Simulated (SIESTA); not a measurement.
The system is Au.

```
Au
1.0
     0.00000    2.03500    2.03500
     2.03500    0.00000    2.03500
     2.03500    2.03500    0.00000
Au
1
Direct
  0.00000 0.00000 0.00000
```

Base run:

```yaml
Program: SIESTA 5.4.2
Functional: PBE
Potentials_or_basis: PseudoDojo 0.4 standard (PBE files)
Basis: DZP (energy shift 0.003 Ry; two zetas on semicore shells)
Grid_cutoff: 800 Ry
Energy_shift: 0.003 Ry
k_mesh: 11 × 11 × 11
Occupations: fermi-dirac, width 0.05 eV
Spin: no spin polarisation
```

Its results: band gap on the k mesh none (metal or under the smearing width); pressure 12.3 GPa.

Problem. The run is repeated on the same cell with these changes: functional from PBE to LDA; potentials or basis from PseudoDojo 0.4 standard (PBE files) to PseudoDojo 0.4 standard (LDA files). What comes out?

Solution. Band gap on the k mesh none (metal or under the smearing width); pressure -1.6 GPa.

Caveats: short orbitals over semicore shells can move pressures by several GPa; the basis of atomic orbitals isn't converged, which shifts pressures, moduli and gaps.

Not every run made on this cell is shown here.
